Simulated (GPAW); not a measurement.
HfN:

```
Hf N
1.0
     3.13391    0.00000    0.00000
    -1.56695    2.71404    0.00000
     0.00000    0.00000    5.41677
Hf N
2 2
Cartesian
  0.0000 1.8094 1.3542
  1.5670 0.9047 4.0626
  0.0000 0.0000 2.7084
  0.0000 0.0000 0.0000
```

The cell comes from a database or a generator and needn't be the stable form of this composition.

| Quantity | Value |
| --- | --- |
| Program | GPAW 26.7.0 |
| Task | relaxation of cell and atoms |
| Functional | PBEsol |
| Dispersion | D4 |
| Potentials or basis | PAW data sets generated in the run's folder for this functional |
| Cutoff | 800 eV |
| Basis | pw |
| k mesh | 7 × 7 × 4 |
| Occupations | fermi-dirac, width 0.05 eV |
| Spin | no spin polarisation |

At the start: pressure -4.6 GPa; volume 11.52 Å³/atom.

Q: Where does the relaxation end?

A: Over 3 steps the energy falls by 2.0 meV/atom and the volume is 11.33 Å³/atom (-1.6 %); space group P6_3/mmc (No. 194, to 0.05 Å).

The path:
| step | energy change (eV) | largest force (eV/Å) | pressure (GPa) | volume (Å³) |
| --- | --- | --- | --- | --- |
| 1 | 0.0000 | 0.0000 | -4.55 | 46.07 |
| 2 | -0.0036 | 0.0000 | -3.60 | 45.91 |
| 3 | -0.0081 | 0.0000 | 0.09 | 45.32 |

Final structure:
```
Hf N
1.0
     3.11820    0.00000    0.00000
    -1.55910    2.70044    0.00000
     0.00000    0.00000    5.38181
Hf N
2 2
Direct
  0.33333 0.66667 0.25000
  0.66667 0.33333 0.75000
  0.00000 0.00000 0.50000
  0.00000 0.00000 0.00000
```

Caveat: later steps reuse the first step's grids; pairwise dispersion overbinds metals, which lowers pressure and volume.
